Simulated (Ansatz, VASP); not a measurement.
CdF2: VASP beside Ansatz

```
CELL_PARAMETERS angstrom
0.00000 2.74684 2.74684
2.74684 0.00000 2.74684
2.74684 2.74684 0.00000
ATOMIC_POSITIONS crystal
Cd 0.00000 0.00000 0.00000
F 0.25000 0.25000 0.25000
F 0.75000 0.75000 0.75000
```

Change from the starting cell: volume scaled by 1.06.

Alike in both runs: task single point; functional LDA; k mesh 8 × 8 × 8; occupations fermi-dirac, width 0.02 eV; no spin polarisation.

```csv
,VASP,Ansatz
version,VASP 6.6.1,Ansatz 0.2.0
potentials or method,"VASP PAW LDA potentials, release 64 (Cd, F), cutoff 520 eV","all-electron LAPW, scalar-relativistic"
```

Ansatz gave:

- gap on the k mesh at the Fermi level (eV): 2.59
- pressure (GPa): -10.6

**Question.** What did VASP give for the same quantities?

**Answer.** gap on the k mesh at the Fermi level (eV): 2.60; pressure (GPa): -9.9.

Ansatz ran all-electron here, so the differences hold the error of VASP's frozen core and of both bases.

A k mesh can miss the band edges.
